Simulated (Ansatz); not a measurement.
# AlNi: the cost of one run

Program: Ansatz 0.2.0. Level of theory: DFT PBEsol, scalar-relativistic, plane waves, PAW. These are calculated values, not measurements.

2 further runs of the same task are left out: 2 set aside as unsound or not needed. Runs told in other sessions of the task aren't counted.

### 1 The structure to begin with

The structure is tetragonal, space group P4/mmm (No. 123). Conventional cell: a = 2.859 Å, b = 2.859 Å, c = 2.869 Å, α = 90.00°, β = 90.00°, γ = 90.00°. Al (site symmetry 4/mmm) is surrounded by 8 Ni at 2.48 Å. Ni (site symmetry 4/mmm) has 8 Al at 2.48 Å in its first shell of neighbours.

Coordinates:

```cif
data_structure
_symmetry_space_group_name_H-M 'P 1'
_symmetry_Int_Tables_number 1
_cell_length_a 2.8586
_cell_length_b 2.8586
_cell_length_c 2.8694
_cell_angle_alpha 90.000
_cell_angle_beta 90.000
_cell_angle_gamma 90.001
_cell_volume 23.45
loop_
_atom_site_label
_atom_site_type_symbol
_atom_site_fract_x
_atom_site_fract_y
_atom_site_fract_z
_atom_site_occupancy
Al1 Al 0.00000 0.00000 0.00000 1
Ni1 Ni 0.50000 0.50000 0.50000 1
```

It goes back to an entry of the Materials Project, which need not be the stable form.

This cell was relaxed beforehand with the same method: volume 11.72 Å³/atom, gap on the mesh none (metal).

### 2 The reference cell

The reference gives a free energy of -6330.8676 eV, pressure 0.02 GPa, largest force 0.000 eV/Å and gap on the mesh none (metal). It was computed beforehand with the settings of the runs below.

### 3 Normal modes

Input file input.yaml:

```yaml
crystal:
  lattice:
    - [2.0213280871, -2.0213497883, 0.0]
    - [2.0213280871, 2.0213497883, 0.0]
    - [0.0, 0.0, 2.8694088109]
  atoms:
    - { symbol: Al, position: [0.0, 0.0, 0.0] }
    - { symbol: Ni, position: [0.5, 0.5, 0.5] }
basis:
  ecutwfc: 420
kpoints:
  mp_grid: { grid: [20, 20, 20] }
hamiltonian:
  xc: pbesol
scf:
  occupations: { method: gaussian, width: 0.15 }
output:
  eigenvalues: true
phonons:
  method: fd
  supercell: [1, 1, 1]
  amplitude: 0.02
  eigenvectors: true
  dielectric: false
```

Launch:

```console
$ ansatz run input.yaml --threads 2 --pin off --max-ram 5120MiB --backend cpu --events-out ev --progress --plain --runs-dir out
```

What time and memory should one allow on 2 threads of Arm Neoverse V2, shared host?

About 85 s, with a peak of 1.2 GiB.
